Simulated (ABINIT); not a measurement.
# BaS (Fm-3m): G0W0 in ABINIT against the bands in the screening

Aim: move the bands in the screening of a G0W0 run on BaS (Fm-3m) over a wide range.

Method: LDA and many-body steps on it, plane waves, in ABINIT 10.8.3.

## (1) Set-up

The structure is cubic, space group Fm-3m (No. 225). Conventional cell: a = 6.388 Å, b = 6.388 Å, c = 6.388 Å, α = 90.00°, β = 90.00°, γ = 90.00°. Nearest to Ba lie 6 S at 3.19 Å. Nearest to S lie 6 Ba at 3.19 Å. Farther neighbours and most contacts between anions are not listed.

The cell and positions come from the Crystallography Open Database and are kept as given unless a step says otherwise. Spin-orbit coupling is left out unless a step names it.

## (2) Screening, 4×4×4 mesh, 16 bands, screening to 106.1 eV

This step: ABINIT 10.8.3; RPA screening on LDA, plane waves, norm-conserving pseudopotentials.

The RPA dielectric matrix is built and inverted for each q.

Contents of run.abi:

```
acell 3*1.0 Angstrom
rprim 
  0.000000000000 3.193750000000 3.193750000000
  3.193750000000 0.000000000000 3.193750000000
  3.193750000000 3.193750000000 0.000000000000
ntypat 2
znucl 56 16
natom 2
typat 1 2
xred 
  0.000000000000 0.000000000000 0.000000000000
  0.500000000000 0.500000000000 0.500000000000
pp_dirpath "pseudos"
pseudos "Ba.upf, S.upf"
ecut 21
ngkpt 4 4 4
nshiftk 1
shiftk 0 0 0
kptopt 1
chksymbreak 0
istwfk *1
occopt 1
irdwfk 1
optdriver 3
nband 16
ecuteps 3.9
inclvkb 2
awtr 1
symchi 1
indata_prefix "in"
outdata_prefix "out"
tmpdata_prefix "tmp"
```

Command:

```
OMP_NUM_THREADS=1 mpirun -n 4 abinit run.abi > log
```

The log of the run:

```text
.Version 10.8.3 of ABINIT. v10.8.2 released Aug 2026.

 Symmetries : space group Fm -3 m (#225); Bravais cF (face-center cubic)
[... echo of the input left out ...]
== DATASET  1 ==================================================================
-   mpi_nproc: 4, omp_nthreads: 1 (-1 if OMP is not activated)

--- !DatasetInfo
iteration_state: {dtset: 1, }
dimensions: {natom: 2, nkpt: 8, mband: 16, nsppol: 1, nspinor: 1, nspden: 1, mpw: 2085, }
cutoff_energies: {ecut:  21.0, pawecutdg:  -1.0, }
electrons: {nelect:   1.60000000E+01, charge:   0.00000000E+00, occopt:   1.00000000E+00, tsmear:   1.00000000E-02, }

 SCREENING: Calculation of the susceptibility and dielectric matrices

 Based on a program developped by R.W. Godby, V. Olevano, G. Onida, and L. Reining.
 Incorporated in ABINIT by V. Olevano, G.-M. Rignanese, and M. Torrent.
.Using double precision arithmetic ; gwpc =  8

[... cell and pseudopotentials left out ...]
--------------------------------------------------------------------------------

 ==== K-mesh for the wavefunctions ====
 Number of points in the irreducible wedge :     8
[... list of points left out ...]
 Together with 48 symmetry operations and time-reversal symmetry
 yields    64 points in the full Brillouin Zone.

 ==== Q-mesh for the screening function ====
 Number of points in the irreducible wedge :     8
[... list of points left out ...]
 Together with 48 symmetry operations and time-reversal symmetry
 yields    64 points in the full Brillouin Zone.

 setmesh: FFT mesh size selected  =    25x   25x   25
          total number of points  =        15625

 vcoul_init : cutoff-mode = AUXILIARY_FUNCTION
 q-points for optical limit:   1
     1)      0.000010    0.000020    0.000030

- screening: taking advantage of time-reversal symmetry
- Maximum band index for partially occupied states nbvw = 8
- Remaining bands to be divided among processors   nbcw = 8
- Number of bands treated by each node ~2

 Number of electrons calculated from density =   16.0000; Expected =   16.0000
 average of density, n =  0.036391
 r_s =    1.8720
 omega_plasma =   18.4014 [eV]

 calculating chi0 at frequencies [eV] :
  1    0.000000E+00    0.000000E+00
  2    0.000000E+00    1.840140E+01

--------------------------------------------------------------------------------
  q-point number  1        q = ( 0.000000, 0.000000, 0.000000) [r.l.u.]
--------------------------------------------------------------------------------
[... chi0 elements left out ...]
 For q-point:  0.000010 0.000020 0.000030
  dielectric constant =   5.0585
  dielectric constant without local fields =   5.8101

  Average fulfillment of the sum rule on Im[epsilon] for q-point    1 :     19.10  [%]
[... wings left out ...]
  q-point number  2        q = ( 0.250000, 0.000000, 0.000000) [r.l.u.]
--------------------------------------------------------------------------------
[... chi0 elements left out ...]
  Average fulfillment of the sum rule on Im[epsilon] for q-point    2 :     58.15  [%]

 [... 6 further q-points ...]
```

The job ended after 2.5 s (4 MPI ranks of Arm Neoverse V2, shared host; peak memory 0.1 GiB; 9.8 s of CPU time).

Numbers from this step:

```
ε∞ with local fields, on this mesh, along the program's q direction : 5.059
the same without local fields                                       : 5.810
plasma frequency                                                    : 18.40 eV
plane waves in the screening matrix                                 : 169
```

Local fields lower ε∞ by 13 %.

## (3) 16 bands

The self-energy is evaluated for the states that the input lists, and the levels follow from it, in one-shot runs by the linearised quasiparticle equation.

This step: G0W0 on LDA, plane waves, norm-conserving pseudopotentials.

Edit run.abi of step 2 so:

```diff
@@ -23,8 +23,17 @@
 irdwfk 1
-optdriver 3
-nband 16
+optdriver 4
+nband 34
+gwcalctyp 0
+ecutsigx 21
+symsigma 1
+nkptgw 2
+kptgw 
+  0.0000000000 0.0000000000 0.0000000000
+  0.5000000000 0.5000000000 0.0000000000
+bdgw 
+  6 12
+  7 10
 ecuteps 3.9
-inclvkb 2
-awtr 1
-symchi 1
+irdscr 1
+ppmodel 1
 indata_prefix "in"
```

The log of the run:

```text
.Version 10.8.3 of ABINIT. v10.8.2 released Aug 2026.

 Symmetries : space group Fm -3 m (#225); Bravais cF (face-center cubic)
[... echo of the input left out ...]
== DATASET  1 ==================================================================
-   mpi_nproc: 4, omp_nthreads: 1 (-1 if OMP is not activated)

--- !DatasetInfo
iteration_state: {dtset: 1, }
dimensions: {natom: 2, nkpt: 8, mband: 34, nsppol: 1, nspinor: 1, nspden: 1, mpw: 2085, }
cutoff_energies: {ecut:  21.0, pawecutdg:  -1.0, }
electrons: {nelect:   1.60000000E+01, charge:   0.00000000E+00, occopt:   1.00000000E+00, tsmear:   1.00000000E-02, }

 SIGMA: Calculation of the GW corrections

 Based on a program developped by R.W. Godby, V. Olevano, G. Onida, and L. Reining.
 Incorporated in ABINIT by V. Olevano, G.-M. Rignanese, and M. Torrent.
.Using double precision arithmetic ; gwpc =  8

[... cell and pseudopotentials left out ...]
--------------------------------------------------------------------------------

 ==== K-mesh for the wavefunctions ====
 Number of points in the irreducible wedge :     8
[... list of points left out ...]
 Together with 48 symmetry operations and time-reversal symmetry
 yields    64 points in the full Brillouin Zone.

 ==== Q-mesh for screening function ====
 Number of points in the irreducible wedge :     8
[... list of points left out ...]
 Together with 48 symmetry operations and time-reversal symmetry
 yields    64 points in the full Brillouin Zone.

 vcoul_init : cutoff-mode = AUXILIARY_FUNCTION
 q-points for optical limit:   1
     1)      0.000010    0.000020    0.000030
 setmesh: FFT mesh size selected  =    36x   36x   36
          total number of points  =        46656

 Number of electrons calculated from density =   16.0000; Expected =   16.0000
 average of density, n =  0.036391
 r_s =    1.8720
 omega_plasma =   18.4014 [eV]

 === KS Band Gaps ===
  >>>> For spin  1
   Minimum direct gap =   2.0788 [eV], located at k-point      :   0.5000  0.5000  0.0000
   Fundamental gap    =   1.9480 [eV], Top of valence bands at :   0.0000  0.0000  0.0000
                                       Bottom of conduction at :   0.5000  0.5000  0.0000
 SIGMA fundamental parameters:
 PLASMON POLE MODEL  1
 number of plane-waves for SigmaX                 2085
 number of plane-waves for SigmaC and W            169
 number of plane-waves for wavefunctions          2085
 number of bands                                    34
 number of independent spin polarizations            1
 number of spinorial components                      1
 number of k-points in IBZ                           8
 number of q-points in IBZ                           8
 number of symmetry operations                      48
 number of k-points in BZ                           64
 number of q-points in BZ                           64
 number of frequencies for dSigma/dE                 9
 frequency step for dSigma/dE [eV]                0.25
 number of omega for Sigma on real axis              0
 max omega for Sigma on real axis  [eV]           0.00
 zcut for avoiding poles [eV]                     0.10

 EPSILON^-1 parameters (SCR file):
 dimension of the eps^-1 matrix on file            169
 dimension of the eps^-1 matrix used               169
 number of plane-waves for wavefunctions          2085
 number of bands                                    16
 number of q-points in IBZ                           8
 number of frequencies                               2
 number of real frequencies                          1
 number of imag frequencies                          1

 matrix elements of self-energy operator (all in [eV])

 Perturbative Calculation

--- !SelfEnergy_ee
iteration_state: {dtset: 1, }
kpoint     : [   0.000,    0.000,    0.000, ]
spin       : 1
KS_gap     :    3.322
QP_gap     :    4.896
Delta_QP_KS:    1.573
data: !SigmaeeData |
     Band     E0 <VxcDFT>   SigX SigC(E0)      Z dSigC/dE  Sig(E)    E-E0       E
        6   3.496 -12.514 -15.654   2.666   0.774  -0.292 -12.881  -0.366   3.130
        7   3.496 -12.514 -15.654   2.666   0.774  -0.292 -12.881  -0.366   3.130
        8   3.496 -12.514 -15.654   2.666   0.774  -0.292 -12.881  -0.366   3.130
        9   6.819  -8.443  -4.101  -2.877   0.824  -0.214  -7.236   1.207   8.026
       10   7.243  -9.197  -4.489  -2.891   0.822  -0.216  -7.703   1.494   8.738
       11   7.243  -9.197  -4.489  -2.891   0.822  -0.216  -7.703   1.494   8.738
       12   7.243  -9.197  -4.489  -2.891   0.822  -0.216  -7.703   1.494   8.738

--- !SelfEnergy_ee
iteration_state: {dtset: 1, }
kpoint     : [   0.500,    0.500,    0.000, ]
spin       : 1
KS_gap     :    2.079
QP_gap     :    3.711
Delta_QP_KS:    1.632
data: !SigmaeeData |
     Band     E0 <VxcDFT>   SigX SigC(E0)      Z dSigC/dE  Sig(E)    E-E0       E
        7   3.366 -12.450 -15.646   2.684   0.775  -0.290 -12.846  -0.396   2.969
        8   3.366 -12.450 -15.646   2.684   0.775  -0.290 -12.846  -0.396   2.969
        9   5.444  -8.311  -4.177  -2.641   0.828  -0.208  -7.075   1.236   6.680
       10   9.358 -10.044  -4.958  -3.081   0.816  -0.226  -8.408   1.636  10.994

== END DATASET(S) ==============================================================
================================================================================

 -outvars: echo values of variables after computation  --------
           etotal      0.0000000000E+00
            nband          34
             nkpt           8
          spgroup         225
 [... the other variables as echoed above ...]

 Calculation completed.
```

It took 3.2 s on 4 MPI ranks; peak memory 0.45 GiB.

This step gave:

```yaml
g0w0_gap_on_the_points_computed: 3.55 eV
starting_gap_on_the_mesh: 1.948 eV
k_of_the_valence_top: 0, 0, 0
k_of_the_conduction_bottom: 0.5, 0.5, 0
z_at_the_valence_top: 0.774
z_at_the_conduction_bottom: 0.828
least_direct_g0w0_gap_on_the_computed_points: 3.711 eV
```

The gap on the mesh goes from 1.95 eV to 3.55 eV, a correction of +1.60 eV.

## (4) Screening, 4×4×4 mesh, 34 bands, screening to 106.1 eV

This step: RPA screening on LDA, plane waves, norm-conserving pseudopotentials.

Edit run.abi of step 3 so:

```diff
@@ -23,17 +23,8 @@
 irdwfk 1
-optdriver 4
+optdriver 3
 nband 34
-gwcalctyp 0
-ecutsigx 21
-symsigma 1
-nkptgw 2
-kptgw 
-  0.0000000000 0.0000000000 0.0000000000
-  0.5000000000 0.5000000000 0.0000000000
-bdgw 
-  6 12
-  7 10
 ecuteps 3.9
-irdscr 1
-ppmodel 1
+inclvkb 2
+awtr 1
+symchi 1
 indata_prefix "in"
```

The log of the run:

```text
.Version 10.8.3 of ABINIT. v10.8.2 released Aug 2026.

 Symmetries : space group Fm -3 m (#225); Bravais cF (face-center cubic)
[... echo of the input left out ...]
== DATASET  1 ==================================================================
-   mpi_nproc: 4, omp_nthreads: 1 (-1 if OMP is not activated)

--- !DatasetInfo
iteration_state: {dtset: 1, }
dimensions: {natom: 2, nkpt: 8, mband: 34, nsppol: 1, nspinor: 1, nspden: 1, mpw: 2085, }
cutoff_energies: {ecut:  21.0, pawecutdg:  -1.0, }
electrons: {nelect:   1.60000000E+01, charge:   0.00000000E+00, occopt:   1.00000000E+00, tsmear:   1.00000000E-02, }

 SCREENING: Calculation of the susceptibility and dielectric matrices

 Based on a program developped by R.W. Godby, V. Olevano, G. Onida, and L. Reining.
 Incorporated in ABINIT by V. Olevano, G.-M. Rignanese, and M. Torrent.
.Using double precision arithmetic ; gwpc =  8

[... cell and pseudopotentials left out ...]
--------------------------------------------------------------------------------

 ==== K-mesh for the wavefunctions ====
 Number of points in the irreducible wedge :     8
[... list of points left out ...]
 Together with 48 symmetry operations and time-reversal symmetry
 yields    64 points in the full Brillouin Zone.

 ==== Q-mesh for the screening function ====
 Number of points in the irreducible wedge :     8
[... list of points left out ...]
 Together with 48 symmetry operations and time-reversal symmetry
 yields    64 points in the full Brillouin Zone.

 setmesh: FFT mesh size selected  =    25x   25x   25
          total number of points  =        15625

 vcoul_init : cutoff-mode = AUXILIARY_FUNCTION
 q-points for optical limit:   1
     1)      0.000010    0.000020    0.000030

- screening: taking advantage of time-reversal symmetry
- Maximum band index for partially occupied states nbvw = 8
- Remaining bands to be divided among processors   nbcw = 26
- Number of bands treated by each node ~6

 Number of electrons calculated from density =   16.0000; Expected =   16.0000
 average of density, n =  0.036391
 r_s =    1.8720
 omega_plasma =   18.4014 [eV]

 calculating chi0 at frequencies [eV] :
  1    0.000000E+00    0.000000E+00
  2    0.000000E+00    1.840140E+01

--------------------------------------------------------------------------------
  q-point number  1        q = ( 0.000000, 0.000000, 0.000000) [r.l.u.]
--------------------------------------------------------------------------------
[... chi0 elements left out ...]
 For q-point:  0.000010 0.000020 0.000030
  dielectric constant =   5.1187
  dielectric constant without local fields =   6.0170

  Average fulfillment of the sum rule on Im[epsilon] for q-point    1 :     52.22  [%]
[... wings left out ...]
  q-point number  2        q = ( 0.250000, 0.000000, 0.000000) [r.l.u.]
--------------------------------------------------------------------------------
[... chi0 elements left out ...]
  Average fulfillment of the sum rule on Im[epsilon] for q-point    2 :     80.40  [%]

 [... 6 further q-points ...]
```

Elapsed: 4 s, on 4 MPI ranks; peak memory 0.42 GiB.

This step gave:

```yaml
eps_infinity_with_local_fields_on_this_mesh_along_the_program_s_q_direction: 5.119
the_same_without_local_fields: 6.017
plasma_frequency: 18.40 eV
plane_waves_in_the_screening_matrix: 169
```

(Part 1 of 2 ends here.)

[Paths, hosts, dates, memory and timing lines, banners, echoed tables and standing remarks are left out of the program output.]

[Logs are printed without paths, hosts, clocks, repeated set-up lines and the standing remarks that a program may print on its own settings, such as how far it seeks lower states.]

[Runs of the session that timed out or met a known fault of the program may be left out.]

[Hosts, paths, dates, database ids (printed as entryN), source tags and the programs' standing remarks are cut or masked in the printed files.]

[G0W0 gaps are taken among the corrected bands and points alone; a level outside them can change the order at an edge.]

[Where Ansatz stands beside ABINIT at settings called matched, ABINIT's density can come from a denser mesh and the files from another edition; pairs whose starting gaps differed by over 0.03 eV were left out, so agreement reads better than it is.]
